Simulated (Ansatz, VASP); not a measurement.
# Cross-check of Si53PtC54 (Pt_Si) between VASP and Ansatz, part 2 of 2

Wanted: the spread between two codes on one cell, functional and k mesh. Of the first pair: The structure shown is the start of the Ansatz relaxation below; VASP solves that cell, so the two are compared at the walk's first step.

VASP 6.6.1 and Ansatz 0.2.0.

So far. Step 3 (VASP: single point, r2SCAN, start cell, pair 1): The run ends at a pressure of 2.14 GPa, with forces up to 5.2 eV/Å.

**6. VASP: single point, r2SCAN, relaxed cell, pair 2**

Level of this step: r2SCAN; plane waves and PAW (Si, C, Pt) (VASP).

The same cell, functional and mesh now go to VASP, with its own data sets.

Input file INCAR:

```
SYSTEM = Si53PtC54
PREC = Accurate
ENCUT = 580
EDIFF = 1E-06
NELM = 120
ISMEAR = 0
SIGMA = 0.01
LREAL = Auto
ALGO = Normal
METAGGA = R2SCAN
LASPH = .TRUE.
NBANDS = 296
LORBIT = 11
LWAVE = .FALSE.
LCHARG = .FALSE.
ISIF = 2
ISYM = 0
GGA_COMPAT = .FALSE.
EFERMI = MIDGAP
LMIXTAU = .TRUE.
NCORE = 2
```

Input file POSCAR:

```
Si53PtC54
1.0
    9.2359949358      0.0000000000      0.0000000000
   -4.6179974679      7.9986062436      0.0000000000
    0.0000000000      0.0000000000     15.1078644000
Si C Pt
53 54 1
Direct
    0.1123704949      0.2226330425      0.8328880685
    0.2191332928      0.1084064277      0.3322328826
[... 2 atom lines left out ...]
    0.0035321600      0.0064911834      0.5008248272
[... 2 atom lines left out ...]
    0.2207151684      0.4436370398      0.3325024562
    0.2236707801      0.4460865667      0.6660218780
[... 1 atom line left out ...]
    0.0010979783      0.3373982561      0.4996218747
[... 5 atom lines left out ...]
    0.0015554134      0.6699827932      0.5004108146
[... 8 atom lines left out ...]
    0.5490724089      0.4362791039      0.3298381389
    0.5563535139      0.4460582084      0.6659683036
[... 1 atom line left out ...]
    0.3306209493      0.3307287056      0.4976921502
[... 2 atom lines left out ...]
    0.5520802259      0.7761193334      0.3322395811
    0.5592638177      0.7821911967      0.6693260269
[... 1 atom line left out ...]
    0.3347406571      0.6672498681      0.4995644011
[... 2 atom lines left out ...]
    0.8879233536      0.1106115460      0.3330896318
    0.8907917215      0.1141870516      0.6666707752
[... 1 atom line left out ...]
    0.6710096635      0.0058117659      0.4998078852
[... 2 atom lines left out ...]
    0.8873362877      0.4440498391      0.3326809214
    0.8894623776      0.4465898262      0.6661364235
[... 1 atom line left out ...]
    0.6654975307      0.3314189416      0.4976505465
[... 2 atom lines left out ...]
    0.8872031316      0.7767462342      0.3331605370
    0.8937421731      0.7839857787      0.6694533753
[... 3 atom lines left out ...]
    0.9977726795      0.9991067540      0.3750457322
[... 2 atom lines left out ...]
    0.2233374262      0.1132672667      0.5413622699
[... 5 atom lines left out ...]
    0.2236087873      0.4456960403      0.5411525374
[... 2 atom lines left out ...]
    0.9981242653      0.6667655940      0.3750700169
    0.1155964505      0.8916071247      0.7103761017
[... 1 atom line left out ...]
    0.2246654924      0.7803147450      0.5422642136
[... 3 atom lines left out ...]
    0.4453227427      0.2230264230      0.7080085615
[... 1 atom line left out ...]
    0.5560191493      0.1117546906      0.5416377552
[... 2 atom lines left out ...]
    0.3288876661      0.3299594173      0.3729038437
    0.4463688809      0.5576920085      0.7077966247
    0.5525522221      0.4401874297      0.2056458555
    0.5426591469      0.4253328539      0.5400672704
[... 2 atom lines left out ...]
    0.3315959890      0.6664033100      0.3746269589
    0.4456779321      0.8910581452      0.7094146640
    0.5540795545      0.7765232301      0.2073867471
    0.5557221067      0.7916327846      0.5461489155
[... 2 atom lines left out ...]
    0.6655763859      0.9987468827      0.3746137478
[... 2 atom lines left out ...]
    0.8917689373      0.1165894791      0.5419191092
[... 2 atom lines left out ...]
    0.6644061017      0.3308997965      0.3730057199
    0.7792840067      0.5583283796      0.7076691653
[... 1 atom line left out ...]
    0.8881728144      0.4469240103      0.5411498538
[... 2 atom lines left out ...]
    0.6570271130      0.6558408873      0.3657698492
    0.7811043828      0.8930316668      0.7098756163
    0.8867477334      0.7761410475      0.2079021222
    0.9112086295      0.7988324743      0.5480841521
[... 1 atom line left out ...]
    0.6733398297      0.6687072907      0.5012706138
```

Input file KPOINTS:

```
Points of the shifted mesh
1
Reciprocal
 0.2500000000  0.2500000000  0.2500000000 1
```

The projector-augmented-wave data sets are Si, C and Pt (PBE family, release 64).

The run is started by

```sh
mpirun -np 8 vasp_std
```

Numbers of over 12 decimals in the logs are rounded to 6 here.

The program printed:

```text
[banner, memory and clock lines left out]
running    8 mpi-ranks, on    1 nodes
[...]
[... a notice as in an earlier step ...]

 LDA part: xc-table for (None), standard interpolation
 POSCAR, INCAR and KPOINTS ok, starting setup
[...]
entering main loop
       N       E                     dE             d eps       ncg     rms          rms(c)
DAV:   1     0.124554633248E+04    0.12455E+04   -0.22196E+05   592   0.152E+03
DAV:   2    -0.107279434721E+04   -0.23183E+04   -0.21941E+04   704   0.260E+02
DAV:   3    -0.124714747047E+04   -0.17435E+03   -0.17234E+03   728   0.651E+01
DAV:   4    -0.125125306371E+04   -0.41056E+01   -0.40869E+01   712   0.108E+01
[...]
DAV:  22    -0.108508021437E+04   -0.26890E-04   -0.61833E-06   640   0.684E-03    0.152E-03
DAV:  23    -0.108508021614E+04   -0.17686E-05   -0.11035E-06   360   0.279E-03    0.145E-03
DAV:  24    -0.108508021681E+04   -0.66611E-06   -0.35056E-07   344   0.139E-03
   1 F= -.10850802E+04 E0= -.10850802E+04  d E =0.000000E+00
```

From OUTCAR (step 6):

```text
  FREE ENERGIE OF THE ION-ELECTRON SYSTEM (eV)
  ---------------------------------------------------
  free  energy   TOTEN  =     -1085.0802168080 eV

  energy  without entropy=    -1085.0802168080  energy(sigma->0) =    -1085.08021681
```

The run ends at a pressure of 0.89 GPa, with forces up to 0.075 eV/Å.

**7. Differences**

What differs besides the data sets and the points named for the pairs above, as far as they apply: the data sets hold 446 valence electrons in Ansatz (on its PAW soft_1 files) and 438 in VASP. Total energies have different zeros and are not compared.

The two programs side by side:

| quantity | Ansatz | VASP | difference |
| --- | --- | --- | --- |
| gap on the k mesh (eV) | 0.438 | 0.431 | +0.007 |

At this near-relaxed geometry the largest component of a force difference is 62 meV/Å. A gap on the mesh is an upper bound, since the band edges may lie between its points; neither run holds spin-orbit coupling, which can move the band edges of a compound of Pt.

**8. Summary of results**

```yaml
r_m_s_force_difference_single_point_r2scan_start_cell_pair_1: 1.6 % of the r.m.s. force
difference_in_gap_on_the_k_mesh_single_point_r2scan_relaxed_cell_pair_2: 0.0071 eV
r_m_s_force_difference_single_point_r2scan_relaxed_cell_pair_2: 6.9 meV/Å
```

What this shows: The r.m.s. force difference is 6.9 meV/Å (single point, r2SCAN, relaxed cell, pair 2), within the 12 meV/Å picked in this series as the mark of a large difference. The data sets hold unlike numbers of valence electrons (446 in Ansatz and 438 in VASP), so part of the differences comes from the potentials. How closely two codes agree says nothing of how well the functional describes the real material.

[Lines on the potential files, build, host, timing and source positions are cut from VASP's logs without a mark.]

[Logs are printed without paths, hosts, clocks, repeated set-up lines and the standing remarks that a program may print on its own settings, such as how far it seeks lower states.]

[Hosts, paths, dates, database ids (printed as entryN), source tags and the programs' standing remarks are cut or masked in the printed files.]
